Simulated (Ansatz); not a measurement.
Wires are cut from relaxed bulk SiC (P6_3mc, 10.50 Å³/atom, gap on the mesh 2.31 eV); atoms and period are relaxed, and energies count from that bulk.

All numbers below come from DFT PBE, scalar-relativistic, plane waves, PAW (Ansatz).

Plane waves to 420 eV, a k mesh through Γ of 1×1×7 on the computed 28-atom cell and Gaussian smearing (0.05 eV); collinear spin from starting moments 0.3 0.3 0.3 0.3 0.3 0.3 0.3 0.3 0.3 0.3 0.3 0.3 0.3 0.3 0.3 0.3 0.3 0.3 0.3 0.3 0.3 0.3 0.3 0.3 0.3 0.3 0.3 0.3 μB.

Start ([001] wire, 28 host atoms a period):

```
Si C
1.0
    16.70000    0.00000    0.00000
     0.00000   15.50000    0.00000
     0.00000    0.00000    5.07402
Si C
14 14
Direct
  0.45372 0.35605 0.00456
  0.36115 0.52879 0.00456
  0.63885 0.35605 0.00456
  0.54628 0.52879 0.00456
  0.45372 0.70154 0.00456
  0.73142 0.52879 0.00456
  0.63885 0.70154 0.00456
  0.36115 0.29846 0.50456
  0.26858 0.47121 0.50456
  0.54628 0.29846 0.50456
  0.45372 0.47121 0.50456
  0.36115 0.64395 0.50456
  0.63885 0.47121 0.50456
  0.54628 0.64395 0.50456
  0.45372 0.35605 0.38044
  0.36115 0.52879 0.38044
  0.63885 0.35605 0.38044
  0.54628 0.52879 0.38044
  0.45372 0.70154 0.38044
  0.73142 0.52879 0.38044
  0.63885 0.70154 0.38044
  0.36115 0.29846 0.88044
  0.26858 0.47121 0.88044
  0.54628 0.29846 0.88044
  0.45372 0.47121 0.88044
  0.36115 0.64395 0.88044
  0.63885 0.47121 0.88044
  0.54628 0.64395 0.88044
```

Question: Relax it.

Answer: The free energy falls by 386 meV/atom.

| Property | Result |
| --- | --- |
| excess energy (eV per host atom) | 0.826 |
| line energy (eV/Å) | 4.515 |
| period (Å) | 5.119 |
| gap on the mesh (eV) | 0 |
| highest filled level or Fermi level under vacuum (eV) | 4.69 |
| size of the moment (μB per cell) | 3.64 |

Relaxed structure:
```yaml
crystal:
  lattice:
    - [16.70000, 0.00000, 0.00000]
    - [0.00000, 15.50000, 0.00000]
    - [0.00000, 0.00000, 5.11889]
  atoms:
    - { symbol: Si, position: [0.45154, 0.35928, 0.01218] }
    - { symbol: Si, position: [0.36266, 0.52517, 0.01219] }
    - { symbol: Si, position: [0.62164, 0.36718, 0.02997] }
    - { symbol: Si, position: [0.54981, 0.53097, 0.01897] }
    - { symbol: Si, position: [0.45410, 0.67991, 0.02998] }
    - { symbol: Si, position: [0.72968, 0.55248, 0.99513] }
    - { symbol: Si, position: [0.65706, 0.68804, 0.99513] }
    - { symbol: Si, position: [0.34294, 0.31196, 0.49513] }
    - { symbol: Si, position: [0.27032, 0.44752, 0.49513] }
    - { symbol: Si, position: [0.54590, 0.32009, 0.52998] }
    - { symbol: Si, position: [0.45019, 0.46903, 0.51897] }
    - { symbol: Si, position: [0.37836, 0.63282, 0.52997] }
    - { symbol: Si, position: [0.63734, 0.47483, 0.51219] }
    - { symbol: Si, position: [0.54846, 0.64072, 0.51218] }
    - { symbol: C, position: [0.44724, 0.35091, 0.38255] }
    - { symbol: C, position: [0.35378, 0.52535, 0.38256] }
    - { symbol: C, position: [0.63444, 0.36342, 0.37142] }
    - { symbol: C, position: [0.54029, 0.52505, 0.39367] }
    - { symbol: C, position: [0.45748, 0.69375, 0.37142] }
    - { symbol: C, position: [0.69428, 0.56970, 0.34993] }
    - { symbol: C, position: [0.65320, 0.64639, 0.34989] }
    - { symbol: C, position: [0.34680, 0.35361, 0.84989] }
    - { symbol: C, position: [0.30572, 0.43030, 0.84993] }
    - { symbol: C, position: [0.54252, 0.30625, 0.87142] }
    - { symbol: C, position: [0.45971, 0.47495, 0.89367] }
    - { symbol: C, position: [0.36556, 0.63658, 0.87142] }
    - { symbol: C, position: [0.64622, 0.47465, 0.88256] }
    - { symbol: C, position: [0.55276, 0.64909, 0.88255] }
```

Each run keeps its start's symmetry and one magnetic start, so lower states can exist.

It took 21 min on 4 threads of Intel(R) Xeon(R) Processor @ 2.70GHz, with other jobs on the host, peak memory 2.9 GiB.